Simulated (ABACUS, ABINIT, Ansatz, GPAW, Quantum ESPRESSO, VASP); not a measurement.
MnS: 7 runs at one level of theory

```
Mn S
1.0
     0.00000    2.60450    2.60450
     2.60450    0.00000    2.60450
     2.60450    2.60450    0.00000
Mn S
1 1
Cartesian
  -0.0243 -0.0200 0.0149
  2.6020 2.5893 2.6505
```

Atoms were shifted at random by some hundredths of an Å from the given cell, which wasn't relaxed again for these runs.

Alike in all runs: task single point; functional PBE; k mesh 9 × 9 × 9; occupations fermi-dirac, width 0.05 eV; collinear spin, ferromagnetic start; no spin-orbit coupling. Pressure is positive in compression and, in plane waves, holds the error of the finite cutoff, which Ansatz's Pulay term estimates and takes out.

```tsv
program and potentials	plane-wave cutoff (eV)	notes	pressure (GPa)	net moment per atom (μB)	largest force (eV/Å)	energy over the undisturbed cell (meV/atom)
Ansatz, Ansatz PAW	420	10.5 valence electrons an atom on average; Pulay term of +0.04 GPa included	-2.85	2.36	0.094	0.90
Ansatz, all-electron LAPW, scalar-relativistic	-	-	-2.82	2.36	0.094	-
VASP, PBE PAW files Mn_pv, S, 520 eV	520	9.5 valence electrons an atom on average	-2.84	2.36	0.095	-
GPAW, GPAW PAW data sets (gpaw-data 1.2.1)	600	10.5 valence electrons an atom on average	-2.93	2.35	0.097	-
ABACUS, PseudoDojo NC SR 0.4.1 PBE standard, plane waves	1320	10.5 valence electrons an atom on average	-1.99	2.38	0.096	0.92
Quantum ESPRESSO, SSSP 1.3 efficiency PBE	884	10.5 valence electrons an atom on average	-2.71	2.36	0.095	0.91
ABINIT, JTH PAW PBE v2.0	707	10.5 valence electrons an atom on average	-2.70	2.36	0.098	-
```

Force on atom 1 (Mn), eV/Å:

```
                                  program and potentials      x      y      z
                                      Ansatz, Ansatz PAW  0.053  0.012  0.077
          Ansatz, all-electron LAPW, scalar-relativistic  0.054  0.012  0.077
                    VASP, PBE PAW files Mn_pv, S, 520 eV  0.054  0.012  0.077
              GPAW, GPAW PAW data sets (gpaw-data 1.2.1)  0.055  0.012  0.079
ABACUS, PseudoDojo NC SR 0.4.1 PBE standard, plane waves  0.055  0.012  0.078
               Quantum ESPRESSO, SSSP 1.3 efficiency PBE  0.054  0.012  0.077
                                ABINIT, JTH PAW PBE v2.0  0.054  0.014  0.080
```

The pressure spans -2.93 (GPAW, GPAW PAW data sets (gpaw-data 1.2.1)) to -1.99 GPa (ABACUS, PseudoDojo NC SR 0.4.1 PBE standard, plane waves), with all-electron results at -2.82. The net moment per atom spans 2.35 (GPAW, GPAW PAW data sets (gpaw-data 1.2.1)) to 2.38 μB (ABACUS, PseudoDojo NC SR 0.4.1 PBE standard, plane waves), with all-electron results at 2.36. The state is the one that the start led to, which needn't be the lowest.

Differences between rows come from potentials, basis sets and numerical settings, since the functional is the same but for its coding. Runs on potential files found faulty are left out.
